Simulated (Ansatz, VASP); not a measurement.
# Two plane-wave programs on C

INCAR

```
SYSTEM = C
PREC = Accurate
ENCUT = 520
EDIFF = 1E-6
ISMEAR = -1
SIGMA = 0.02
LREAL = .False.
LASPH = .True.
NELM = 80
ALGO = Normal
ISIF = 2
LWAVE = .False.
LCHARG = .True.
GGA = PE
LELF = .True.
LVHAR = .True.
NBANDS = 16
```

KPOINTS

```
regular mesh
0
Gamma
  12 12 12
  0 0 0
```

File POSCAR:

```
C
1.0
    1.2275050107      0.7087003484      6.9141690043
   -1.2275050107      0.7087003484      6.9141690043
    0.0000000000     -1.4174006968      6.9141690043
C
4
Direct
    0.9191129941      0.9191129941      0.9191129941
    0.2524458879      0.2524458879      0.2524458879
    0.7475541121      0.7475541121      0.7475541121
    0.0808870059      0.0808870059      0.0808870059
```

Input for Ansatz:

```yaml
crystal:
  lattice:
    - [1.2275050107, 0.7087003484, 6.9141690043]
    - [-1.2275050107, 0.7087003484, 6.9141690043]
    - [0.0, -1.4174006968, 6.9141690043]
  atoms:
    - { symbol: C, position: [0.9191129941, 0.9191129941, 0.9191129941] }
    - { symbol: C, position: [0.2524458879, 0.2524458879, 0.2524458879] }
    - { symbol: C, position: [0.7475541121, 0.7475541121, 0.7475541121] }
    - { symbol: C, position: [0.0808870059, 0.0808870059, 0.0808870059] }
kpoints:
  mp_grid: { grid: [12, 12, 12] }
  band_path:
    path:
      - [0.0, 0.0, 0.0]
      - [0.5, 0.5, 0.5]
      - [0.8263292057, 0.1736707943, 0.5]
      - [0.5, -0.1736707943, 0.1736707943]
      - [0.5, 0.0, 0.0]
      - [0.3368353972, -0.3368353972, 0.0]
      - [0.6631646028, 0.0, 0.3368353972]
      - [0.5, 0.0, 0.5]
      - [0.5, -0.1563037149, 0.1563037149]
      - [0.0, 0.3333333333, -0.3333333333]
    npoints: 1
hamiltonian:
  xc: pbe
scf:
  occupations: { method: fermi_dirac, width: 0.02 }
  n_extra_bands: 5
output:
  forces: true
  stress: true
  eigenvalues: true
```

Alike in both runs: task single point; functional PBE; k mesh 12 × 12 × 12; occupations fermi-dirac, width 0.02 eV; no spin polarisation.

```csv
,VASP,Ansatz
version,VASP 6.6.1,Ansatz 0.2.0
potentials or method,"VASP PAW PBE potentials, release 64 (C)","plane waves, PAW"
plane-wave cutoff (eV),520,420
valence electrons in the cell,16,16
```

```csv
,VASP,Ansatz,Ansatz less VASP
pressure (GPa),5.0,4.6,-0.44
largest component of the traceless stress (GPa),2.07,1.55,-0.523
rms of the force components (eV/Å),0.009,0.009,-0.0002
```

Atom by atom the forces differ by 0.000 eV/Å (rms over components).
